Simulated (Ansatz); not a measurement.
# TiSe2: the cost of one run

Method: DFT PBE, scalar-relativistic, plane waves, PAW, in Ansatz 0.2.0.

A COD entry behind a cell of this session may itself be a prediction, so a difference from it is no test against experiment.

### Step 1. The structure to begin with

It takes space group P-3m1 (No. 164, trigonal). Conventional cell: a = 3.536 Å, b = 3.536 Å, c = 6.004 Å, α = 90.00°, β = 90.00°, γ = 120.00°. Ti (site symmetry -3m) is surrounded by 6 Se at 2.55 Å. Se (site symmetry 3m) has 3 Ti at 2.55 Å in its first shell of neighbours.

Coordinates:

```cif
data_structure
_symmetry_space_group_name_H-M 'P-3m1'
_symmetry_Int_Tables_number 164
_cell_length_a 3.5360
_cell_length_b 3.5360
_cell_length_c 6.0040
_cell_angle_alpha 90.000
_cell_angle_beta 90.000
_cell_angle_gamma 120.000
_cell_volume 65.01
loop_
_atom_site_label
_atom_site_type_symbol
_atom_site_symmetry_multiplicity
_atom_site_Wyckoff_symbol
_atom_site_fract_x
_atom_site_fract_y
_atom_site_fract_z
_atom_site_occupancy
Ti1 Ti 1 a 0.00000 0.00000 0.00000 1
Se1 Se 2 d 0.33333 0.66667 0.25520 1
```

The start is a polymorph listed in a database, not an invented cell.

### Step 2. The guess as it stands, on a coarse mesh

Contents of input.yaml:

```yaml
crystal:
  lattice:
    - [3.53600184, 0.0, 0.0]
    - [-1.76800092, 3.06226742, 0.0]
    - [0.0, 0.0, 6.00400019]
  atoms:
    - { symbol: Ti, position: [0.0, 0.0, 0.0], spin: 1.0 }
    - { symbol: Se, position: [0.33333333, 0.66666667, 0.2552] }
    - { symbol: Se, position: [0.66666667, 0.33333333, 0.7448] }
basis:
  ecutwfc: 420
kpoints:
  mp_grid: { grid: [6, 6, 4] }
hamiltonian:
  xc: pbe
scf:
  occupations: { method: gaussian, width: 0.1 }
  lower_state_search: "off"
output:
  forces: true
  stress: true
  eigenvalues: true
  populations: true
magnetization:
  spin_polarized: true
```

Launch:

```console
> ansatz run input.yaml --threads 1 --pin off --max-ram 2560MiB --backend cpu --events-out ev --progress --plain --runs-dir out
```

What time and memory should one allow on 1 thread of Arm Neoverse N1, shared host?

About 17 s, with a peak of 0.37 GiB.
